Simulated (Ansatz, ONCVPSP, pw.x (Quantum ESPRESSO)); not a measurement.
## What a changed setting does to a pw.x run (diamond Pm)

Potential: optimised norm-conserving Vanderbilt (ONCV), ONCVPSP 4.0.1.1 (patched build), PBE; core [Kr] 4d10, reference 4f4.5 5s2 5p6 5d0.5 6s2; waves: 5s+6s: rc 2.60 bohr, ncon 5, nbas 9, qcut 3.5 1/bohr, 3 projectors, debl 3.1 Ha; 5p: rc 2.25 bohr, ncon 4, nbas 7, qcut 7.1 1/bohr, 2 projectors, debl 3.1 Ha; 5d: rc 2.85 bohr, ncon 4, nbas 9, qcut 6.2 1/bohr, 1 projector; 4f: rc 1.70 bohr, ncon 4, nbas 8, qcut 9.9 1/bohr, 3 projectors, debl 0.6 Ha; local part: polynomial inside 1.70 bohr (lpopt 5, dvloc0 -1 Ha); core correction: Teter function fitted to the true core (icmod 2), fcfact 0.6.

The reference run (k-mesh 8³, cutoffs 110/440 Ry, Fermi–Dirac 0.01 Ry, mixing_beta 0.4, conv_thr 1e-9, no spin) gives -0.90 GPa at 22.018 Å³/atom, where all-electron LAPW gives -0.05 GPa. This run, with its own iteration cap, changes startingwfc to random.

```
&control
  calculation='scf', prefix='x', pseudo_dir='./', outdir='./tmp', tstress=.true., disk_io='none'
/
&system
  ibrav=0, nat=2, ntyp=1, ecutwfc=110, ecutrho=440, nbnd=24,
  occupations='smearing', smearing='fd', degauss=0.01
/
&electrons
  conv_thr=1e-09, mixing_beta=0.4, electron_maxstep=60, startingwfc='random'
/
ATOMIC_SPECIES
Pm 1.0 Pm.UPF
CELL_PARAMETERS angstrom
  0.00000000 2.80280331 2.80280331
  2.80280331 0.00000000 2.80280331
  2.80280331 2.80280331 0.00000000
ATOMIC_POSITIONS crystal
Pm 0.0000 0.0000 0.0000
Pm 0.2500 0.2500 0.2500
K_POINTS automatic
8 8 8 0 0 0
```

```bash
pw.x < Pm.scf.in > Pm.scf.out
```

Problem. How does the run end?

Solution. It converges in 13 iterations; the free energy moves by +0.0 meV/atom and the pressure by -0.01 GPa. The result is that of the reference run.

```
Message from routine setup:
     using ibrav=0 with symmetry is DISCOURAGED, use correct ibrav instead
     lattice parameter (alat)  =       7.4904  a.u.
     unit-cell volume          =     297.1697 (a.u.)^3
     number of electrons       =        30.00
     number of Kohn-Sham states=           24
     kinetic-energy cutoff     =     110.0000  Ry
     charge density cutoff     =     440.0000  Ry
     scf convergence threshold =      1.0E-09
     Exchange-correlation= PBE
     number of k points=    29  Fermi-Dirac smearing, width (Ry)=  0.0100
     iteration #  1     ecut=   110.00 Ry     beta= 0.40
     c_bands:  1 eigenvalues not converged
     total energy              =    -336.44802172 Ry
     estimated scf accuracy    <       1.57426795 Ry
     iteration #  2     ecut=   110.00 Ry     beta= 0.40
     total energy              =    -336.48917452 Ry
     estimated scf accuracy    <       4.48319637 Ry
     iteration #  3     ecut=   110.00 Ry     beta= 0.40
     total energy              =    -337.04494142 Ry
     estimated scf accuracy    <       0.06216338 Ry
     iteration #  4     ecut=   110.00 Ry     beta= 0.40
     c_bands:  3 eigenvalues not converged
     c_bands:  1 eigenvalues not converged
     c_bands:  2 eigenvalues not converged
     total energy              =    -337.15993029 Ry
     estimated scf accuracy    <       0.01033213 Ry
     iteration #  5     ecut=   110.00 Ry     beta= 0.40
     total energy              =    -337.16072842 Ry
     estimated scf accuracy    <       0.00308373 Ry
     iteration #  6     ecut=   110.00 Ry     beta= 0.40
     c_bands:  3 eigenvalues not converged
     total energy              =    -337.16229677 Ry
     estimated scf accuracy    <       0.00098071 Ry
     iteration #  7     ecut=   110.00 Ry     beta= 0.40
     c_bands:  1 eigenvalues not converged
     total energy              =    -337.16232085 Ry
     estimated scf accuracy    <       0.00026353 Ry
     iteration #  8     ecut=   110.00 Ry     beta= 0.40
     [... 1 repeated lines left out ...]
     total energy              =    -337.16239115 Ry
     estimated scf accuracy    <       0.00003844 Ry
     iteration #  9     ecut=   110.00 Ry     beta= 0.40
     total energy              =    -337.16239790 Ry
     estimated scf accuracy    <       0.00000012 Ry
     iteration # 10     ecut=   110.00 Ry     beta= 0.40
     total energy              =    -337.16239853 Ry
     estimated scf accuracy    <       0.00000083 Ry
     iteration # 11     ecut=   110.00 Ry     beta= 0.40
     total energy              =    -337.16239866 Ry
     estimated scf accuracy    <       0.00000002 Ry
     iteration # 12     ecut=   110.00 Ry     beta= 0.40
     total energy              =    -337.16239866 Ry
     estimated scf accuracy    <          1.5E-09 Ry
     iteration # 13     ecut=   110.00 Ry     beta= 0.40
     the Fermi energy is    17.8862 ev
!    total energy              =    -337.16239866 Ry
     estimated scf accuracy    <          4.8E-11 Ry
     smearing contrib. (-TS)   =      -0.03788988 Ry
     The total energy is F=E-TS. E is the sum of the following terms:
     one-electron contribution =     -59.84328787 Ry
     hartree contribution      =      60.59632729 Ry
     xc contribution           =    -109.04293118 Ry
     ewald contribution        =    -228.83461703 Ry
     convergence has been achieved in  13 iterations
          total   stress  (Ry/bohr**3)                   (kbar)     P=       -9.08
     Message from routine punch:
     Nothing written, as per user request (disk_io='none')
```

The run took about 95 s on one core of a shared host (Intel(R) Xeon(R) 6975P-C, 192 threads, 378 GiB, load 60).
